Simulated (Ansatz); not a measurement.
## AgCl under compression and expansion

```
Ag Cl
1.0
     3.43397    0.00000    0.00000
     0.00000    3.43397    0.00000
     0.00000    0.00000    3.43397
Ag Cl
1 1
Direct
  0.00000 0.00000 0.00000
  0.50000 0.50000 0.50000
```

The cell is the one relaxed in the Materials Project (mp-726265), not relaxed further here; entries there can be hypothetical.

Levels of theory: DFT, PBE, all-electron LAPW, scalar-relativistic (Ansatz 0.2.0); DFT, PBE, PAW with Ansatz's default frozen-core files, scalar-relativistic (Ansatz 0.2.0).

For LAPW: a Γ-centred 9×9×9 k mesh, Fermi–Dirac smearing of 0.01 eV, basis error target 1 meV/atom, no spin polarisation. PAW takes a cutoff of 420 eV at this cell. The Ansatz runs share mesh, smearing and spin set-up. Plane-wave (PAW) pressures include the program's estimate of the Pulay term.

The cell above is scaled evenly, with fractional coordinates and shape held.

Problem. Estimate the equilibrium volume and bulk modulus that full-potential LAPW gives for this fixed shape.

Solution. V0 = 20.19 Å³/atom, B0 = 47 GPa, B0′ = 5.4, from a third-order Birch–Murnaghan fit to these pressures:
```
V/V(cell)  V (Å³/atom)  P, LAPW (GPa)  P, PAW (GPa)  gap on the k mesh, LAPW (eV)  free energy over the lowest listed, PAW (meV/atom)
   0.9400       19.032           3.29          3.28                          0.64                                                11.2
   0.9500       19.235           2.62          2.62                          0.63                                                 7.4
   0.9600       19.437           2.00          2.00                          0.62                                                 4.5
   0.9750       19.741           1.14          1.14                          0.62                                                 1.5
   0.9800       19.842           0.87          0.87                          0.61                                                 0.9
   0.9900       20.045           0.36          0.36                          0.61                                                 0.1
   1.0000       20.247          -0.12         -0.12                          0.61                                                 0.0
   1.0100       20.449          -0.57         -0.58                          0.60                                                 0.4
   1.0200       20.652          -1.00         -1.00                          0.60                                                 1.4
   1.0250       20.753          -1.20         -1.20                          0.60                                                 2.1
   1.0400       21.057          -1.77         -1.77                          0.60                                                 5.0
   1.0500       21.259          -2.11         -2.12                          0.60                                                 7.4
   1.0600       21.462          -2.44         -2.45                          0.60                                                10.3
```

PAW's V0 lies -0.01 % from the all-electron value and its B0 0.1 %. Symmetry fixes shape and coordinates here, so this is the relaxed modulus.
